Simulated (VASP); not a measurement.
AlN:

```
CELL_PARAMETERS angstrom
3.11300 0.00000 0.00000
-1.55650 2.69594 0.00000
0.00000 0.00000 4.98100
ATOMIC_POSITIONS crystal
Al 0.66667 0.33333 0.50000
Al 0.33333 0.66667 0.00000
N 0.66667 0.33333 0.88000
N 0.33333 0.66667 0.38000
```

```yaml
Program: VASP 6.6.1
Task: relaxation of cell and atoms
Functional: revPBE
Potentials_or_basis: VASP PAW PBE potentials, release 64 (Al, N)
Cutoff: 600 eV
k_mesh: 7 × 7 × 5
Occupations: fermi-dirac, width 0.05 eV
Spin: no spin polarisation
```

At the start: pressure 5.8 GPa; volume 10.45 Å³/atom.

Question: How do energy, volume and symmetry change on relaxing?

Answer: Over 3 steps the energy falls by 5.8 meV/atom and the volume is 10.76 Å³/atom (+3.0 %); space group P6_3mc (No. 186, to 0.05 Å).

Step by step:
| step | energy change (eV) | largest force (eV/Å) | pressure (GPa) | volume (Å³) |
| --- | --- | --- | --- | --- |
| 1 | 0.0000 | 0.1354 | 5.83 | 41.80 |
| 2 | -0.0060 | 0.0911 | -4.56 | 44.15 |
| 3 | -0.0230 | 0.0011 | -0.01 | 43.04 |

Final structure:
```yaml
crystal:
  lattice:
    - [3.14066, 0.00000, 0.00000]
    - [-1.57033, 2.71990, 0.00000]
    - [0.00000, 0.00000, 5.03807]
  atoms:
    - { symbol: Al, position: [0.66667, 0.33333, 0.49929] }
    - { symbol: Al, position: [0.33333, 0.66667, 0.99929] }
    - { symbol: N, position: [0.66667, 0.33333, 0.88071] }
    - { symbol: N, position: [0.33333, 0.66667, 0.38071] }
```

Caveat: the PAW data sets were made with another functional, which shifts forces and pressure a little.
